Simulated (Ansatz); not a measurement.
**Cancellation of cutoff errors in WS₂**

These are results of Ansatz 0.2.0, DFT PBEsol, scalar-relativistic, plane waves, PAW, not measurements.

```xyz
9
Lattice="3.1830 0.0000 0.0000 -1.5915 2.7565 0.0000 0.0000 0.0000 28.5322" Properties=species:S:1:pos:R:3 pbc="T T T"
W     1.5915    0.9188   18.8109
W     0.0000    1.8377   25.2662
W     0.0000    1.8377   12.3933
S     1.5915    0.9188   26.8256
S     1.5915    0.9188   13.9531
S     0.0000    1.8377   20.3706
S     1.5915    0.9188   23.7059
S     1.5915    0.9188   10.8340
S     0.0000    1.8377   17.2513
```

| Item | Value |
| --- | --- |
| Γ-centred k-mesh | 12×12×1 |
| occupation rule | Gaussian smearing, 0.02 eV |
| spin treatment | unpolarised |

A second cell has all atoms moved and the lattice slightly strained:

```yaml
crystal:
  lattice:
    - [3.18928, -0.02454, 0.00944]
    - [-1.61589, 2.75431, -0.00255]
    - [0.08466, 0.02253, 28.53500]
  atoms:
    - { symbol: W, position: [0.68497, 0.35564, 0.66233] }
    - { symbol: W, position: [0.29632, 0.66236, 0.88309] }
    - { symbol: W, position: [0.33993, 0.67304, 0.43741] }
    - { symbol: S, position: [0.63277, 0.24883, 0.94057] }
    - { symbol: S, position: [0.70967, 0.38451, 0.49208] }
    - { symbol: S, position: [0.38615, 0.68280, 0.71217] }
    - { symbol: S, position: [0.61910, 0.31981, 0.83102] }
    - { symbol: S, position: [0.68044, 0.32750, 0.38194] }
    - { symbol: S, position: [0.36687, 0.70758, 0.60781] }
```

It ran on a 8×8×1 mesh, another than the first cell's, which shifts the difference by nearly the same amount at every cutoff. Both were run at several values of the cutoff; energies per atom at zero smearing, errors against the largest value (600 eV), which isn't proved converged itself.

```csv
cutoff,"error, first cell (meV)","error, second cell (meV)"
200 eV,1493.59,1479.68
250 eV,238.27,239.50
300 eV,25.68,26.36
350 eV,2.86,2.94
420 eV,0.62,0.63
```

Problem. At the largest value the second cell lies 89.94 meV/atom above the first. What is the error of that difference at each value, and where does each quantity come within 1 meV/atom?

Solution. The error of the difference is the second cell's error less the first's:
```csv
cutoff,difference (meV),its error (meV)
200 eV,76.03,-13.91
250 eV,91.18,1.24
300 eV,90.62,0.68
350 eV,90.03,0.08
420 eV,89.96,0.01
```

The first cell's total energy stays within 1 meV/atom from 420 eV on, the difference from 300 eV on. Most of the error cancels, by a factor of about 51 in the median. A missing short wave mostly misdescribes the region near each nucleus, which both cells share; what doesn't cancel comes largely from the change of volume and bonding.

This form isn't the usual stable structure of the compound.

6 further runs of this set aren't shown.

Cost: 12 runs of about 5.8 core-minutes in all, on Intel Xeon Processor @ 2.70GHz (shared hosts).